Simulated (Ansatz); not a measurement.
# Li: the cost of one run

Program: Ansatz 0.2.0. Level of theory: DFT PBE, scalar-relativistic, plane waves, PAW. These are calculated values, not measurements.

1 further run of the same task is left out (set aside as unsound or not needed).

## Step 1: The system as given

The structure is cubic, space group Fm-3m (No. 225). The conventional cell has a = 4.404 Å, b = 4.404 Å, c = 4.404 Å, α = 90.00°, β = 90.00°, γ = 90.00°. Around Li (site symmetry m-3m) lie 12 Li at 3.11 Å.

As a file:

```cif
data_structure
_symmetry_space_group_name_H-M 'P 1'
_symmetry_Int_Tables_number 1
_cell_length_a 3.1141
_cell_length_b 3.1141
_cell_length_c 3.1141
_cell_angle_alpha 60.000
_cell_angle_beta 60.000
_cell_angle_gamma 60.000
_cell_volume 21.35
loop_
_atom_site_label
_atom_site_type_symbol
_atom_site_fract_x
_atom_site_fract_y
_atom_site_fract_z
_atom_site_occupancy
Li1 Li 0.00000 0.00000 0.00000 1
```

The structure comes from the Crystallography Open Database.

## Step 2: A random distortion, cell strained

Against the listed cell: strain xx, yy, zz, yz, xz, xy = +0.3, -3.5, -1.4, -0.5, +0.2, -0.8 %.

The input, input.yaml:

```yaml
crystal:
  lattice:
    - [-0.01186878, 2.1129291, 2.16025008]
    - [2.21364858, -0.02778924, 2.17617054]
    - [2.19173868, 2.10693966, -0.00587934]
  atoms:
    - { symbol: Li, position: [0.0, 0.0, 0.0] }
basis:
  ecutwfc: 420
kpoints:
  mp_grid: { grid: [14, 14, 14] }
hamiltonian:
  xc: pbe
scf:
  occupations: { method: gaussian, width: 0.1 }
output:
  forces: true
  stress: true
  eigenvalues: true
  populations: true
```

The run is started by

```console
$ ansatz run input.yaml --threads 1 --pin off --max-ram 1331MiB --backend cpu --events-out ev --progress --plain --runs-dir out
```

Q: Estimate wall time and peak memory on 1 thread of an x86-64 CPU, shared host.

About 29 s, with a peak of 0.5 GiB.
